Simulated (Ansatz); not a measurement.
# Ga2O3: the cost of one run

Method: DFT PBE, scalar-relativistic, plane waves, PAW, in Ansatz 0.2.0.

2 further runs of the same task are left out: 2 set aside as unsound or not needed.

**1. The starting structure**

Symmetry: C2/m, No. 12, monoclinic system. The conventional cell has a = 12.455 Å, b = 3.084 Å, c = 5.878 Å, α = 90.00°, β = 103.70°, γ = 90.00°. Ga (site symmetry m) is surrounded by 4 O at 1.86 to 1.90 Å. Ga (site symmetry m) has 6 O at 1.97 to 2.11 Å as nearest neighbours. O (site symmetry m) has 3 Ga at 1.86 to 1.97 Å as nearest neighbours. Around O (site symmetry m) lie 4 Ga at 1.90 to 2.11 Å.

Structure file:

```xyz
10
Lattice="6.2274 -1.5418 0.0115 6.2274 1.5418 0.0115 -1.4027 0.0000 5.7077" Properties=species:S:1:pos:R:3 pbc="T T T"
Ga    0.0051    0.0000    4.5381
Ga   11.0471    0.0000    1.1926
Ga    7.7608    0.0000    1.8085
Ga    3.2913    0.0000    3.9222
O     1.8830    0.0000    0.6271
O     9.1691    0.0000    5.1036
O     1.3718    0.0000    3.2252
O     9.6804    0.0000    2.5055
O     5.8178    0.0000    1.4765
O     5.2343    0.0000    4.2542
```

It is the result of an earlier relaxation at this level (volume 10.97 Å³/atom; gap on the mesh: 2.01 eV).

**2. The cell scaled to 0.97 of its volume**

The input, input.yaml:

```yaml
crystal:
  lattice:
    - [6.1645229346, -1.5261821612, 0.0113757387]
    - [6.1645229346, 1.5261821612, 0.0113757387]
    - [-1.3885530231, 0.0, 5.650036907]
  atoms:
    - { symbol: Ga, position: [0.0899134335, 0.0899134335, 0.7947233183] }
    - { symbol: Ga, position: [0.9100865665, 0.9100865665, 0.2052766817] }
    - { symbol: Ga, position: [0.6585007299, 0.6585007299, 0.314197892] }
    - { symbol: Ga, position: [0.3414992701, 0.3414992701, 0.685802108] }
    - { symbol: O, position: [0.1634883761, 0.1634883761, 0.1092060601] }
    - { symbol: O, position: [0.8365116239, 0.8365116239, 0.8907939399] }
    - { symbol: O, position: [0.1737013132, 0.1737013132, 0.5643594345] }
    - { symbol: O, position: [0.8262986868, 0.8262986868, 0.4356405655] }
    - { symbol: O, position: [0.49601957, 0.49601957, 0.2566813637] }
    - { symbol: O, position: [0.50398043, 0.50398043, 0.7433186363] }
basis:
  ecutwfc: 420
kpoints:
  mp_grid: { grid: [10, 10, 6] }
hamiltonian:
  xc: pbe
scf:
  occupations: { method: gaussian, width: 0.02 }
output:
  forces: true
  stress: true
  eigenvalues: true
relax:
  adjacent_minimum: "off"
  f_tol: 0.01
  max_steps: 30
  cell: { stress_tol: 0.1, fix: [volume] }
```

Command:

```console
ansatz run input.yaml --threads 4 --pin off --max-ram 10240MiB --backend cpu --events-out ev --progress --plain --runs-dir out
```

What time and memory should one allow on 4 threads of Intel Xeon 6975P-C (Granite Rapids), shared host?

About 40 s, with a peak of 1 GiB.
